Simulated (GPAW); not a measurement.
# Cu: equation of state with PBEsol

Crystal: Cu.

```
Cu
1.0
     0.00000    1.80750    1.80750
     1.80750    0.00000    1.80750
     1.80750    1.80750    0.00000
Cu
1
Direct
  0.00000 0.00000 0.00000
```

```json
{
 "Program": "GPAW 26.7.0",
 "Task": "equation of state",
 "Functional": "PBEsol",
 "Potentials or basis": "PAW data sets generated in the run's folder for this functional",
 "Cutoff": "600 eV",
 "Basis": "pw",
 "k mesh": "13 × 13 × 13",
 "Occupations": "fermi-dirac, width 0.05 eV",
 "Spin": "no spin polarisation",
 "Maxiter": "150",
 "Eos scales": "[0.94, 0.96, 0.98, 1.0, 1.02, 1.04, 1.06]"
}
```

- Equilibrium volume: 11.46 Å³/atom
- Bulk modulus: 164 GPa
- Pressure derivative of the bulk modulus: 5.1

Energy against volume, from the lowest point:
```
volume (Å³/atom)  energy (meV/atom)
          11.102               5.70
          11.338               0.18
          11.574               0.00
          11.810               4.54
          12.047              13.20
          12.283              25.52
          12.519              41.06
```

Wall time 31 s on 1 thread of AMD EPYC 9R45 96-Core Processor (Zen 5) (shared host), peak memory 0.17 GiB.

Caveat: with this Cu data set, volumes or pressures lay over 1.5 % or 2 GPa off other programs in two to four cells of ten.
